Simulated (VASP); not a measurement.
**TiC: relaxation of cell and atoms with PBE**

The system is TiC.

```xyz
2
Lattice="0.0000 2.1593 2.1593 2.1593 0.0000 2.1593 2.1593 2.1593 0.0000" Properties=species:S:1:pos:R:3 pbc="T T T"
Ti    0.0000    0.0000    0.0000
C     2.1593    2.1593    2.1593
```

```
Program                : VASP 6.6.1
Task                   : relaxation of cell and atoms
Functional             : PBE
Potentials or basis    : VASP PAW PBE potentials, release 64 (Ti_sv, C)
Cutoff                 : 520 eV
k mesh                 : 10 × 10 × 10
Occupations            : gaussian, width 0.1 eV
Spin                   : no spin polarisation
Further INCAR settings : ALGO = Fast; EDIFF = 1e-07; IBRION = 2; EDIFFG = -0.002; NSW = 80; ISIF = 3
```

* Relaxed volume: 10.18 Å³/atom
* Relaxed cell: a = 3.065 Å, b = 3.065 Å, c = 3.065 Å, α = 60.00°, β = 60.00°, γ = 60.00°
* Space group after relaxing (to 0.05 Å): Fm-3m (No. 225)
* Energy gained by relaxing: 1.0 meV/atom
* Ionic steps: 3
* Pressure after relaxing: 0.0 GPa
* Band gap on the k mesh: none (metal or under the smearing width)

The path:
```tsv
step	energy change (eV)	largest force (eV/Å)	pressure (GPa)	volume (Å³)
1	0.0000	0.0000	2.79	20.14
2	0.0013	0.0000	-3.46	20.65
3	-0.0019	0.0000	-0.01	20.36
```

Final structure:
```cif
data_structure
_symmetry_space_group_name_H-M 'P 1'
_symmetry_Int_Tables_number 1
_cell_length_a 3.0649
_cell_length_b 3.0649
_cell_length_c 3.0649
_cell_angle_alpha 60.000
_cell_angle_beta 60.000
_cell_angle_gamma 60.000
_cell_volume 20.36
loop_
_atom_site_label
_atom_site_type_symbol
_atom_site_fract_x
_atom_site_fract_y
_atom_site_fract_z
_atom_site_occupancy
Ti1 Ti 0.00000 0.00000 0.00000 1
C1 C 0.50000 0.50000 0.50000 1
```

Levels at points of the mesh, in eV from the Fermi level:
| k point | band 4 | band 5 | band 6 | band 7 | band 8 | band 9 | band 10 | band 11 | band 12 |
| --- | --- | --- | --- | --- | --- | --- | --- | --- | --- |
| (0.00, 0.00, 0.00) | -32.68 | -12.44 | 0.64 | 0.64 | 0.64 | 1.62 | 1.62 | 1.62 | 1.65 |
| (0.50, 0.00, 0.00) | -32.72 | -8.97 | -5.88 | -2.94 | -2.94 | 2.85 | 2.85 | 4.03 | 8.15 |
| (0.50, 0.50, 0.00) | -32.84 | -10.16 | -3.48 | -1.66 | -0.09 | -0.09 | 2.64 | 3.45 | 3.45 |

Run time: 89 s on 1 thread of AMD EPYC 7R13 Processor (Zen 3), with other jobs on the host, peak memory 0.12 GiB.

PBE usually gives volumes a little too large and moduli too small. Zero-point motion and thermal expansion aren't in these numbers.
